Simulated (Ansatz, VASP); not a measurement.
# As: VASP beside Ansatz

The input POSCAR:

```
As
1.0
    3.5034105985      0.0000000000      0.0000000000
   -1.7517052992      3.0340425782      0.0000000000
    0.0000000000      0.0000000000     26.4156438000
As
2
Direct
    0.3333333333      0.6666666667      0.3202762771
    0.6666666667      0.3333333333      0.3727911355
```

INCAR.step1

```
ALGO = Normal
DIPOL = 0.5 0.5 0.347
EDIFF = 1E-4
ENCUT = 520
GGA = PE
IDIPOL = 3
ISMEAR = 0
LASPH = T
LCHARG = F
LDIPOL = T
LREAL = F
LWAVE = T
NBANDS = 12
NELM = 60
PREC = Accurate
SIGMA = 0.01
```

File INCAR.step2:

```
ALGO = Normal
DIPOL = 0.5 0.5 0.347
EDIFF = 1E-7
ENCUT = 520
IDIPOL = 3
ISIF = 2
ISMEAR = 0
ISTART = 1
LASPH = T
LCHARG = T
LDIPOL = T
LELF = T
LMIXTAU = T
LREAL = F
LVACPOTAV = T
LVHAR = T
LWAVE = F
METAGGA = R2SCAN
NBANDS = 12
NELM = 60
PREC = Accurate
SIGMA = 0.01
```

Contents of KPOINTS:

```
k-points
0
Gamma
  12 12 1
```

Input for Ansatz:

```yaml
crystal:
  lattice:
    - [3.5034105985, 0.0, 0.0]
    - [-1.7517052992, 3.0340425782, 0.0]
    - [0.0, 0.0, 26.4156438]
  atoms:
    - { symbol: As, position: [0.3333333333, 0.6666666667, 0.3202762771] }
    - { symbol: As, position: [0.6666666667, 0.3333333333, 0.3727911355] }
  periodic: [true, true, false]
kpoints:
  mp_grid: { grid: [12, 12, 1] }
  band_path:
    path:
      - [0.0, 0.0, 0.0]
      - [0.5, 0.0, 0.0]
      - [0.3333333333, 0.3333333333, 0.0]
      - [0.0, 0.317708, 0.0]
    npoints: 1
hamiltonian:
  xc: r2scan
scf:
  occupations: { method: fixed }
  n_extra_bands: 4
output:
  forces: true
  stress: true
  eigenvalues: true
```

Change from the starting cell: hydrostatic strain -2.0%.

Alike in both runs: task single point; functional r2SCAN; k mesh 12 × 12 × 1; no spin polarisation.

|  | VASP | Ansatz |
| --- | --- | --- |
| version | VASP 6.6.1 | Ansatz 0.2.0 |
| potentials or method | VASP PAW PBE potentials, release 64 (As) | plane waves, PAW |
| plane-wave cutoff (eV) | 520 | 500 |
| occupations | gaussian, width 0.01 eV | fixed |
| valence electrons in the cell | 10 | 30 |

```tsv
	VASP	Ansatz	Ansatz less VASP
gap on the k mesh at the Fermi level (eV)	1.78	1.77	-0.009
rms of the force components (eV/Å)	0.041	0.002	-0.0392
```

Atom by atom the forces differ by 0.039 eV/Å (rms over components). The two sets of potentials don't hold the same shells in valence.

Caveats: the PAW data sets were made with another functional, which shifts forces and pressure a little (VASP).
